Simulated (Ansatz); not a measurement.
Pb:

```
Pb
1.0
     3.03861   -1.75032    0.00000
     3.03861    1.75032    0.00000
    -2.11546    0.00000    6.09522
Pb
2
Direct
  0.90851 0.90851 0.72629
  0.09149 0.09149 0.27371
```

This isn't the form of Pb at room conditions, which is fcc.

Base run:

- Program: Ansatz 0.2.0
- Functional: PBE
- Potentials or basis: all-electron LAPW, scalar-relativistic
- Cutoff: 174 eV (chosen from the basis error)
- Basis error allowed: 0.001 eV/atom
- k mesh: 9 × 9 × 5
- Occupations: gaussian, width 0.1 eV
- Spin: no spin polarisation

Its results: band gap on the k mesh none (metal or under the smearing width); pressure 0.8 GPa; largest force 0.080 eV/Å.

Q: The run is repeated on the same cell with these changes: functional from PBE to LDA; occupations from gaussian, width 0.1 eV to gaussian, width 0.05 eV. What comes out?

A: Band gap on the k mesh none (metal or under the smearing width); pressure -3.2 GPa; largest force 0.183 eV/Å.
